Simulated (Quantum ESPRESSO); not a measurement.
**Sn: phonons with PBE**

The system is Sn.

```
Sn
1.0
    -1.72654    1.77555    2.33834
     1.72654   -1.77555    2.33834
     1.72654    1.77555   -2.33834
Sn
1
Direct
  0.00000 0.00000 0.00000
```

This isn't the form of Sn at room conditions, which is tetragonal (white tin).

```json
{
  "Program": "Quantum ESPRESSO 7.5",
  "Task": "phonons",
  "Functional": "PBE",
  "Potentials or basis": "PseudoDojo 0.4.1 SR PBE standard",
  "Cutoff": "980 eV",
  "Density cutoff": "3918 eV",
  "k mesh": "9 × 9 × 9",
  "Occupations": "cold, width 0.136 eV",
  "Spin": "no spin polarisation",
  "Mixing beta": "0.5",
  "Most SCF iterations": "120",
  "SCF threshold": "2e-10 Ry"
}
```

```
Relaxed volume                              : 28.11 Å³/atom
Relaxed cell                                : a = 3.409 Å, b = 3.409 Å, c = 3.409 Å, α = 119.79°, β = 119.77°, γ = 90.38°
Space group after relaxing (to 0.05 Å)      : Fm-3m (No. 225)
Pressure after relaxing                     : 0.0 GPa
Band gap on the k mesh                      : none (metal or under the smearing width)
Highest phonon frequency at the q point run : 79 cm⁻¹
```

Stress tensor (GPa, compression positive):
```
 0.00  0.00  0.00
 0.00 -0.03  0.00
 0.00  0.00  0.06
```

Step by step:
```
step  energy change (eV)  largest force (eV/Å)  pressure (GPa)  volume (Å³)
   1              0.0000                0.0000           -0.78        28.67
   2             -0.0013                0.0000           -0.62        28.56
   3             -0.0026                0.0000           -0.47        28.45
   4             -0.0044                0.0000           -0.27        28.30
   5             -0.0068                0.0000            0.04        28.10
   6             -0.0088                0.0000            0.52        27.83
   7             -0.0092                0.0000            0.60        27.79
   8             -0.0096                0.0000            0.51        27.84
   9             -0.0101                0.0000            0.21        28.00
  10             -0.0101                0.0000            0.04        28.09
  11             -0.0102                0.0000           -0.01        28.12
  12             -0.0102                0.0000           -0.02        28.12
  13             -0.0102                0.0000           -0.01        28.12
  14             -0.0102                0.0000           -0.01        28.12
  15             -0.0102                0.0000            0.00        28.11
```

Final structure:
```
Sn
1.0
    -1.71015    1.71057    2.40272
     1.71015   -1.71057    2.40272
     1.71015    1.71057   -2.40272
Sn
1
Direct
  0.00000 0.00000 0.00000
```

Levels at points of the mesh, in eV from the Fermi level:
| k point | band 5 | band 6 | band 7 | band 8 | band 9 | band 10 |
| --- | --- | --- | --- | --- | --- | --- |
| (0.00, 0.00, 0.00) | -21.56 | -10.96 | 7.36 | 7.37 | 7.37 | 10.80 |

Phonon frequencies in cm⁻¹ (negative: imaginary):
| q point | frequencies |
| --- | --- |
| (0.253, -0.253, 0.500) | 56 78 79 |

Wall time 16 min on 1 thread of Intel(R) Xeon(R) 6975P-C (Granite Rapids), with other jobs on the host, peak memory 0.09 GiB.

Caveat: the cell relaxed to another space group than the one typed; the q point doesn't lie on the k mesh, which can shift a metal's frequencies strongly unless the mesh is converged.
